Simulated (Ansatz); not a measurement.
# MgS: response to strain

MgS is deformed so: equal xx and yy strain of +3 %. What stress and forces result, by LAPW, PAW and all-electron datasets made for the crystal?

Method: DFT PBE, scalar-relativistic, in Ansatz 0.2.0.

### 1 The starting structure

Symmetry: Fm-3m, No. 225, cubic system. The conventional cell has a = 5.203 Å, b = 5.203 Å, c = 5.203 Å, α = 90.00°, β = 90.00°, γ = 90.00°. Around Mg (site symmetry m-3m) lie 6 S at 2.60 Å. S (site symmetry m-3m) is surrounded by 6 Mg at 2.60 Å.

Coordinates:

```xyz
2
Lattice="0.0000 2.6016 2.6016 2.6016 0.0000 2.6016 2.6016 2.6016 0.0000" Properties=species:S:1:pos:R:3 pbc="T T T"
Mg    0.0000    0.0000    0.0000
S     2.6016    2.6016    2.6016
```

Atoms are numbered in the order of the input: Mg1, S2.

### 2 After the deformation

Space group Fm-3m before, I4/mmm after.

### 3 All-electron LAPW

The input, input.yaml:

```yaml
crystal:
  lattice:
    - [0.0, 2.6796995, 2.60165]
    - [2.6796995, 0.0, 2.60165]
    - [2.6796995, 2.6796995, 0.0]
  atoms:
    - { symbol: Mg, position: [0.0, 0.0, 0.0] }
    - { symbol: S, position: [0.5, 0.5, 0.5] }
kpoints:
  mp_grid: { grid: [8, 8, 8] }
  band_path:
    path:
      - [0.0, 0.0, 0.0]
      - [0.0, 0.5, 0.5]
      - [0.25, 0.75, 0.5]
      - [0.0, 0.5, 0.0]
      - [0.0, 0.0, 0.0]
      - [0.5, 0.5, 0.0]
      - [0.3826125, 0.6173875, 0.0]
      - [-0.3826125, 0.3826125, 0.0]
      - [0.0, 0.0, 0.0]
    npoints: 5
scf:
  occupations: { method: fermi_dirac, width: 0.01 }
hamiltonian:
  xc: pbe
  pseudopotentials: { kind: all_electron, lapw: { basis_error: 0.00025 } }
output:
  forces: true
  stress: true
  eigenvalues: true
```

Run with:

```bash
$ ansatz run input.yaml --threads 1 --pin off --max-ram 3072MiB --backend cpu --events-out ev --progress --plain --runs-dir out
```

### 4 PAW with frozen cores

The input, input.yaml:

```yaml
crystal:
  lattice:
    - [0.0, 2.6796995, 2.60165]
    - [2.6796995, 0.0, 2.60165]
    - [2.6796995, 2.6796995, 0.0]
  atoms:
    - { symbol: Mg, position: [0.0, 0.0, 0.0] }
    - { symbol: S, position: [0.5, 0.5, 0.5] }
kpoints:
  mp_grid: { grid: [8, 8, 8] }
scf:
  occupations: { method: fermi_dirac, width: 0.01 }
hamiltonian:
  xc: pbe
  pseudopotentials: { kind: paw }
output:
  forces: true
  stress: true
  eigenvalues: true
  efg: { contact_densities: true }
  write_density: true
  write_potential: true
  elf: true
  volumetric_format: npy
```

### 5 All-electron PAW on datasets made for the crystal

input.yaml: that of step 4 with these lines changed.

```diff
@@ -14,3 +14,3 @@
   xc: pbe
-  pseudopotentials: { kind: paw }
+  pseudopotentials: { kind: all_electron, datasets: crystal }
 output:
@@ -20,5 +20 @@
   efg: { contact_densities: true }
-  write_density: true
-  write_potential: true
-  elf: true
-  volumetric_format: npy
```

(Steps that only read results are left out.)

Q: Predict the outcome of this session. Wanted: pressure; largest shear or deviatoric stress.

The runs gave:

| quantity | value |
| --- | --- |
| pressure | LAPW -2.85, PAW -2.85, crystal datasets -2.85 GPa |
| largest shear or deviatoric stress (LAPW) | 1.55 GPa |

**Reading.** The largest part of the stress beyond the pressure is 1.55 GPa in size, in the zz component; the atoms are carried along and not relaxed. No run of the undeformed cell stands beside it, so the pressure holds what the given cell had before the change. PAW: stress within 0.01 GPa of LAPW. Crystal datasets: stress within 0.01 GPa of LAPW.
